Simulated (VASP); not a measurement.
# HC3 in VASP: settings compared, part 2 of 2

VASP 6.6.1.

## Step 3: Phonons, LDA

POSCAR

```
HC3
1.0
    2.5222498885      0.0000000000      0.0000000000
    0.0000000000      3.5670000000      0.0000000000
    0.0000000000      0.0000000000     19.1198801241
C H
12 4
Direct
    0.0000000000      0.0000000000      0.3351029222
    0.5000000000      0.7500000000      0.3351029222
    0.0000000000      0.2500000000      0.4010617533
    0.5000000000      0.5000000000      0.4010617533
    0.0000000000      0.0000000000      0.4670205844
    0.5000000000      0.7500000000      0.4670205844
    0.0000000000      0.2500000000      0.5329794156
    0.5000000000      0.5000000000      0.5329794156
    0.0000000000      0.0000000000      0.5989382467
    0.5000000000      0.7500000000      0.5989382467
    0.0000000000      0.2500000000      0.6648970778
    0.5000000000      0.5000000000      0.6648970778
    0.0000000000      0.1798251049      0.2876587073
    0.5000000000      0.5701748951      0.2876587073
    0.0000000000      0.0701748951      0.7123412927
    0.5000000000      0.6798251049      0.7123412927
```

INCAR.step1

```
  PREC = Accurate
  ENCUT = 600
  EDIFF = 1E-8
  ISMEAR = 0
  SIGMA = 0.05
  LREAL = F
  LASPH = T
  NELM = 60
  ALGO = Normal
  ISIF = 2
  LWAVE = F
  LCHARG = F
  IBRION = 2
  NSW = 40
  EDIFFG = -0.002
```

INCAR.step2

```
  PREC = Accurate
  ENCUT = 600
  EDIFF = 1E-8
  ISMEAR = 0
  SIGMA = 0.05
  LREAL = F
  LASPH = T
  NELM = 60
  ALGO = Normal
  ISIF = 2
  LWAVE = F
  LCHARG = F
  IBRION = 6
  NFREE = 2
  POTIM = 0.015
  NSW = 1
```

KPOINTS

```
Automatic mesh
0
Gamma
  8 6 1
```

Potentials or basis: VASP PAW LDA potentials, release 64 (C, H).

The run is started by

```
$ cat potpaw_LDA.64/C/POTCAR potpaw_LDA.64/H/POTCAR > POTCAR
$ cp INCAR.step1 INCAR
$ mpirun -np 1 vasp_std > vasp.out
$ cp CONTCAR POSCAR
$ cp INCAR.step2 INCAR
$ mpirun -np 1 vasp_std > vasp.out
```

OUTCAR:

```text
PREC = Accurate
   ENCUT = 600
   EDIFF = 1E-8
   ISMEAR = 0
   LREAL = F
   LASPH = T
   NELM = 60
   ISIF = 2
   IBRION = 6
   NFREE = 2
   POTIM = 0.015
   NSW = 1

 ion  position               nearest neighbor table
   1  0.000  0.994  0.338-  13 1.11   2 1.52   2 1.52   3 1.53
   2  0.500  0.756  0.338-  14 1.11   1 1.52   1 1.52   4 1.53
   3  0.000  0.251  0.402-   1 1.53   5 1.54   4 1.54   4 1.54
   4  0.500  0.499  0.402-   2 1.53   6 1.54   3 1.54   3 1.54
   5  0.000  0.000  0.467-   7 1.53   3 1.54   6 1.54   6 1.54
   6  0.500  0.750  0.467-   8 1.53   4 1.54   5 1.54   5 1.54
   7  0.000  0.250  0.533-   5 1.53   9 1.54   8 1.54   8 1.54
   8  0.500  0.500  0.533-   6 1.53  10 1.54   7 1.54   7 1.54
   9  0.000  0.999  0.598-  11 1.53   7 1.54  10 1.54  10 1.54
  10  0.500  0.751  0.598-  12 1.53   8 1.54   9 1.54   9 1.54
  11  0.000  0.256  0.662-  15 1.11  12 1.52  12 1.52   9 1.53
  12  0.500  0.494  0.662-  16 1.11  11 1.52  11 1.52  10 1.53
  13  0.000  0.164  0.290-   1 1.11
  14  0.500  0.586  0.290-   2 1.11
  15  0.000  0.086  0.710-  11 1.11
[... 490 lines left out ...]
      5     -11.4158      2.00000
      6     -10.3943      2.00000
[... 792 lines left out ...]
  FREE ENERGIE OF THE ION-ELECTRON SYSTEM (eV)
  ---------------------------------------------------
  free  energy   TOTEN  =      -136.0229543041 eV

  energy  without entropy=     -136.0229543041  energy(sigma->0) =     -136.02295430

 INTERNAL STRAIN TENSORS FROM DISPLACED ATOMS
 ============================================

 INTERNAL STRAIN TENSOR FOR ION    1 for displacements in x,y,z  (eV/Angst):
          X           Y           Z          XY          YZ          ZX
  --------------------------------------------------------------------------------
  x    -0.00000    -0.00000     0.00000   -12.12479     0.00000     6.93681
  y    -6.83203    -5.48276    11.29228     0.00000     6.02438     0.00000
  z     0.54204     0.40107     7.18589     0.00000     9.37082     0.00000
[... 8 lines left out ...]
 INTERNAL STRAIN TENSOR FOR ION   16 for displacements in x,y,z  (eV/Angst):
          X           Y           Z          XY          YZ          ZX
  --------------------------------------------------------------------------------
  x     0.00000    -0.00000     0.00000    -4.17164     0.00000    -5.59486
  y    -0.16406    -9.70230    -7.84549     0.00000   -10.65535     0.00000
  z    -0.16282    -4.88877   -23.83580     0.00000   -11.27997     0.00000

 Eigenvectors and eigenvalues of the dynamical matrix
   1 f  =   88.741319 THz   557.578152 2PiTHz 2960.091780 cm-1   367.004441 meV
   2 f  =   88.680734 THz   557.197482 2PiTHz 2958.070865 cm-1   366.753880 meV
   3 f  =   87.253084 THz   548.227293 2PiTHz 2910.449586 cm-1   360.849596 meV
   4 f  =   87.245589 THz   548.180204 2PiTHz 2910.199600 cm-1   360.818602 meV
   5 f  =   39.739132 THz   249.688329 2PiTHz 1325.554756 cm-1   164.347770 meV
   6 f  =   39.497450 THz   248.169799 2PiTHz 1317.493124 cm-1   163.348255 meV
[... 37 lines left out ...]
  44 f  =    8.128336 THz    51.071839 2PiTHz  271.132090 cm-1    33.616080 meV
  45 f  =    7.225863 THz    45.401434 2PiTHz  241.028833 cm-1    29.883753 meV
  46 f/i=    0.001300 THz     0.008169 2PiTHz    0.043366 cm-1     0.005377 meV
  47 f/i=    0.002589 THz     0.016265 2PiTHz    0.086349 cm-1     0.010706 meV
  48 f/i=    0.003410 THz     0.021423 2PiTHz    0.113730 cm-1     0.014101 meV

 ELASTIC MODULI CONTR FROM IONIC RELAXATION (kBar)
 Direction    XX          YY          ZZ          XY          YZ          ZX
 --------------------------------------------------------------------------------
 XX         -38.3545    -72.4095    -89.8192     -0.0000      0.0000     -0.0000
 YY         -72.4095   -544.3445   -678.7784     -0.0000      0.0000      0.0000
 ZZ         -89.8192   -678.7784  -4550.5839     -0.0000     -0.0000     -0.0000
 XY          -0.0000     -0.0000     -0.0000   -261.7862     -0.0000     -0.0000
 YZ           0.0000      0.0000     -0.0000     -0.0000  -2233.5861     -0.0000
 ZX          -0.0000      0.0000     -0.0000     -0.0000     -0.0000  -1656.0524
 --------------------------------------------------------------------------------
```

OUTCAR.step1:

```text
PREC = Accurate
   ENCUT = 600
   EDIFF = 1E-8
   ISMEAR = 0
   LREAL = F
   LASPH = T
   NELM = 60
   ISIF = 2
   IBRION = 2
   NSW = 40
   EDIFFG = -0.002

 ion  position               nearest neighbor table
[... 495 lines left out ...]
 cond. band min:       4.2037755570   @ k =   0.0000   0.0000   0.0000
 fundamental gap:      2.2475932041
 Fermi energy:         2.2626110978

 k-point     1 :       0.0000    0.0000    0.0000
  band No.  band energies     occupation
      1     -18.8466      2.00000
      2     -17.7368      2.00000
      3     -15.9209      2.00000
      4     -13.6543      2.00000
      5     -11.4160      2.00000
      6     -10.3903      2.00000
[... 792 lines left out ...]
  FREE ENERGIE OF THE ION-ELECTRON SYSTEM (eV)
  ---------------------------------------------------
  free  energy   TOTEN  =      -136.0253514230 eV

  energy  without entropy=     -136.0253514230  energy(sigma->0) =     -136.02535142

 reached required accuracy - stopping structural energy minimisation
```

OSZICAR.step1:

```text
N       E                     dE             d eps       ncg     rms          rms(c)
DAV:   1     0.329960122327E+03    0.32996E+03   -0.27211E+04  1408   0.147E+03
DAV:   2    -0.110180294462E+03   -0.44014E+03   -0.42318E+03  1904   0.309E+02
DAV:   3    -0.142481934719E+03   -0.32302E+02   -0.32103E+02  1631   0.864E+01
[... 331 lines left out ...]
DAV:   5    -0.136025351147E+03    0.14297E-08   -0.95283E-09  1169   0.697E-04
  21 F= -.13602535E+03 E0= -.13602535E+03  d E =-.392830E-05
       N       E                     dE             d eps       ncg     rms          rms(c)
DAV:   1    -0.136025351401E+03   -0.25211E-06   -0.20880E-05  1461   0.262E-02    0.808E-04
DAV:   2    -0.136025351430E+03   -0.29305E-07   -0.40326E-07  1812   0.358E-03    0.641E-04
DAV:   3    -0.136025351423E+03    0.68312E-08   -0.18608E-08  1236   0.899E-04
  22 F= -.13602535E+03 E0= -.13602535E+03  d E =-.276013E-06
```

It took 62 min on 1 thread of Intel Xeon 6975P-C (Granite Rapids), shared host; peak memory 0.45 GiB.

Results:

```
Highest phonon frequency at Γ, LO-TO splitting left out : 2960 cm⁻¹
```

Step by step:
| step | energy change (eV) | largest force (eV/Å) | pressure (GPa) | volume (Å³) |
| --- | --- | --- | --- | --- |
| 1 | 0.0000 | 1.2185 | -4.37 | 172.02 |
| 2 | 0.1200 | 2.7006 | -3.38 | 172.02 |
| 3 | -0.0590 | 0.5849 | -4.10 | 172.02 |
| 4 | -0.1010 | 0.2817 | -2.95 | 172.02 |
| 5 | -0.1022 | 0.3049 | -2.71 | 172.02 |
| 6 | -0.1251 | 0.2334 | -2.15 | 172.02 |
| 7 | -0.1275 | 0.2806 | -1.90 | 172.02 |
| 8 | -0.1360 | 0.2402 | -1.32 | 172.02 |
| 9 | -0.1373 | 0.1605 | -1.48 | 172.02 |
| 10 | -0.1374 | 0.1864 | -1.33 | 172.02 |
| 11 | -0.1386 | 0.0470 | -1.40 | 172.02 |
| 12 | -0.1389 | 0.0406 | -1.36 | 172.02 |
| 13 | -0.1392 | 0.0568 | -1.28 | 172.02 |
| 14 | -0.1394 | 0.0481 | -1.27 | 172.02 |
| 15 | -0.1397 | 0.0257 | -1.21 | 172.02 |
| 16 | -0.1396 | 0.0469 | -1.10 | 172.02 |
| 17 | -0.1398 | 0.0224 | -1.17 | 172.02 |
| 18 | -0.1398 | 0.0092 | -1.16 | 172.02 |
| 19 | -0.1398 | 0.0050 | -1.16 | 172.02 |
| 20 | -0.1398 | 0.0033 | -1.17 | 172.02 |
| 21 | -0.1398 | 0.0026 | -1.17 | 172.02 |
| 22 | -0.1398 | 0.0009 | -1.17 | 172.02 |

Phonon frequencies in cm⁻¹ (negative: imaginary):
```csv
q point,frequencies
"(0.000, 0.000, 0.000)",0 0 0 241 271 381 453 525 614 670 690 715 716 768 814 841 948 952 1041 1042 1071 1082 1084 1111 1119 1177 1180 1185 1185 1186 1196 1203 1221 1240 1242 1251 1283 1295 1310 1311 1311 1314 1317 1326 2910 2910 2958 2960
```
